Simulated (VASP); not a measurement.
# Settings for Pt: band structure

Pt, Im-3m (no. 229), 1 atom in the cell. PBE, spin-orbit coupling; PAW potentials Pt (PBE set). VASP 6.6.1.

Wanted: band energies at the path's corners within 0.02 eV.

What the run is for: bands; Accuracy asked: standard; Route: KPOINTS_OPT.

Band energies at the path's corners: counted from the Fermi level of the mesh, whose own shifts they hold.

POSCAR:
```
Pt
1.0
   -1.5842200000      1.5842200000      1.5842200000
    1.5842200000     -1.5842200000      1.5842200000
    1.5842200000      1.5842200000     -1.5842200000
Pt
1
Direct
    0.0000000000      0.0000000000      0.0000000000
```

The series start from Plane-wave cutoff (eV): 260; Smearing width (eV): 0.1; k-point mesh: 13 × 13 × 13; Electronic threshold (eV): 1e-6; Precision mode (PREC): Accurate; Bands in all (NBANDS): 38; Aspherical gradient terms in the spheres (LASPH): yes; Highest l that the mixer handles (LMAXMIX): 4. Each series keeps the choices made before it, and each single choice may use up half of a tolerance.

## Plane-wave cutoff (eV)

| Plane-wave cutoff (eV) | Band energies at the path's corners, largest deviation (eV) | Time (s) |
|---|---|---|
| 180 | 0.267 | 11 |
| 230 | 0.017 | 17 |
| 260 | 0.018 | 18 |
| 300 | 0.014 | 22 |
| 370 | 0.002 | 43 |
| 460 (reference) | 0.000 | 50 |

Chosen: 370, the loosest value from which every tighter one stays within half of the tolerance.

## Smearing width (eV)

| Smearing width (eV) | Band energies at the path's corners, largest deviation (eV) | Time (s) |
|---|---|---|
| 0.4 | 0.013 | 43 |
| 0.3 | 0.021 | 46 |
| 0.2 | 0.016 | 45 |
| 0.15 | 0.013 | 43 |
| 0.1 | 0.007 | 43 |
| 0.05 (reference) | 0.000 | 43 |

Chosen: 0.1.

## k-point mesh

| k-point mesh | Band energies at the path's corners, largest deviation (eV) | Time (s) |
|---|---|---|
| 5 × 5 × 5 | 0.117 | 20 |
| 7 × 7 × 7 | 0.099 | 22 |
| 9 × 9 × 9 | 0.117 | 26 |
| 11 × 11 × 11 | 0.034 | 33 |
| 13 × 13 × 13 | 0.012 | 43 |
| 16 × 16 × 16 | 0.014 | 58 |
| 19 × 19 × 19 (reference) | 0.000 | 77 |

Chosen: 19 × 19 × 19; the next looser run is off by more than half of the tolerance, so convergence isn't shown beyond this value.

## Electronic threshold (eV)

| Electronic threshold (eV) | Band energies at the path's corners, largest deviation (eV) | Time (s) |
|---|---|---|
| 0.001 | 0.008 | 59 |
| 0.0001 | 0.001 | 66 |
| 1e-5 | 0.000 | 78 |
| 1e-6 | 0.000 | 77 |
| 1e-7 (reference) | 0.000 | 89 |

Chosen: 0.001.

## Precision mode (PREC)

| Precision mode (PREC) | Band energies at the path's corners, largest deviation (eV) | Time (s) |
|---|---|---|
| SingleN | 0.001 | 27 |
| Normal | 0.000 | 27 |
| Accurate (reference) | 0.000 | 59 |

Chosen: SingleN.

## Bands in all (NBANDS)

| Bands in all (NBANDS) | Band energies at the path's corners, largest deviation (eV) | Time (s) |
|---|---|---|
| 20 | 0.001 | 13 |
| 22 | 0.001 | 15 |
| 24 | 0.001 | 17 |
| 28 | 0.001 | 19 |
| 38 | 0.001 | 27 |
| 58 (reference) | 0.000 | 36 |

Chosen: 20.

## Aspherical gradient terms in the spheres (LASPH)

| Aspherical gradient terms in the spheres (LASPH) | Band energies at the path's corners, largest deviation (eV) | Time (s) |
|---|---|---|
| yes | 0.000 | 13 |
| no | 0.010 | 12 |

Chosen: yes; no other choice that stays within half of the tolerance saves 30 % of the time.

## Highest l that the mixer handles (LMAXMIX)

| Highest l that the mixer handles (LMAXMIX) | Band energies at the path's corners, largest deviation (eV) | Time (s) |
|---|---|---|
| 4 | 0.000 | 13 |
| 2 | 0.002 | 12 |
| 6 | 0.000 | 13 |

Chosen: 4.

## All choices together

| Input | Band energies at the path's corners, largest deviation (eV) | Time (s) |
|---|---|---|
| the program's defaults (naive) | 0.208 | 3.7 |
| chosen settings | 0.014 | 13 |
| reference settings throughout | 0.000 | 148 |

The chosen settings stay within the tolerance of the reference run, but the reference itself isn't shown to be converged in: k-point mesh.

## The input

INCAR:
```
SYSTEM = Pt
GGA = PE
LSORBIT = .True.
MAGMOM = 0 0 0
LORBIT = 11
ISMEAR = 2
SIGMA = 0.1
LWAVE = .False.
LCHARG = .False.
NBANDS = 20
PREC = SingleN
LASPH = .True.
LREAL = .False.
ALGO = Normal
EDIFF = 0.001
NELM = 200
GGA_COMPAT = .False.
ENCUT = 370
LMAXMIX = 4
```

KPOINTS:
```
Automatic mesh
0
Gamma
  19 19 19
  0 0 0
```

KPOINTS_OPT:
```
path GHNGPH,PN
12
line-mode
reciprocal
 0.0000000000  0.0000000000  0.0000000000  G
 0.5000000000 -0.5000000000  0.5000000000  H

 0.5000000000 -0.5000000000  0.5000000000  H
 0.0000000000  0.0000000000  0.5000000000  N

 0.0000000000  0.0000000000  0.5000000000  N
 0.0000000000  0.0000000000  0.0000000000  G

 0.0000000000  0.0000000000  0.0000000000  G
 0.2500000000  0.2500000000  0.2500000000  P

 0.2500000000  0.2500000000  0.2500000000  P
 0.5000000000 -0.5000000000  0.5000000000  H

 0.2500000000  0.2500000000  0.2500000000  P
 0.0000000000  0.0000000000  0.5000000000  N
```

Commands:
```
cat potpaw_PBE.64/Pt/POTCAR > POTCAR
mpirun -np 1 vasp_ncl > vasp.out
```

The chosen input took VASP 6.6.1 13 s on 1 core (Intel Xeon 6975P-C (Granite Rapids)), a shared host.

## An input that fails: fixed density asked without a density file

VASP's message: ERROR: charge density could not be read from file CHGCAR for ICHARG>10.

Changes against the starting input:
```
- NELM = 200
+ NELM = 58
+ ICHARG = 11
```
